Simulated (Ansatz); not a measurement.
Runs of Ansatz 0.2.0 on BAs. Symmetry: F-43m, No. 216, cubic system. The conventional cell has a = 4.777 Å, b = 4.777 Å, c = 4.777 Å, α = 90.00°, β = 90.00°, γ = 90.00°. As (site symmetry -43m) is surrounded by 4 B at 2.07 Å. Around B (site symmetry -43m) lie 4 As at 2.07 Å. 

| task | potentials or basis | spin | cell | cutoff (eV) | gap on the mesh (eV) | pressure (GPa) | relaxed volume (Å³/atom) |
| --- | --- | --- | --- | --- | --- | --- | --- |
| band structure | all-electron LAPW, relativistic spinors | SOC, no magnetisation | as given | 317 | 1.14 | 2.7 | - |
| band structure | all-electron LAPW, scalar-relativistic | off | as given | 315 | 1.21 | 2.7 | - |
| relaxation of cell and atoms | all-electron LAPW, relativistic spinors | SOC, no magnetisation | relaxed | - | (a) | 0.0 | 13.90 |
| relaxation of cell and atoms | all-electron LAPW, scalar-relativistic | off | relaxed | - | 1.23 | 0.0 | 13.90 |

Alike in all rows: level PBE; k mesh 7 × 7 × 7; smearing fermi-dirac 0.05 eV; basis error allowed 0.001 eV/atom.

Problem. Fill in the values left out.

Solution. (a) 1.16.

Caveats: an odd mesh through Γ misses points on the zone boundary, where band edges often lie (some runs).

A k mesh can miss the band edges, and rows without SOC leave out spin-orbit coupling on As.
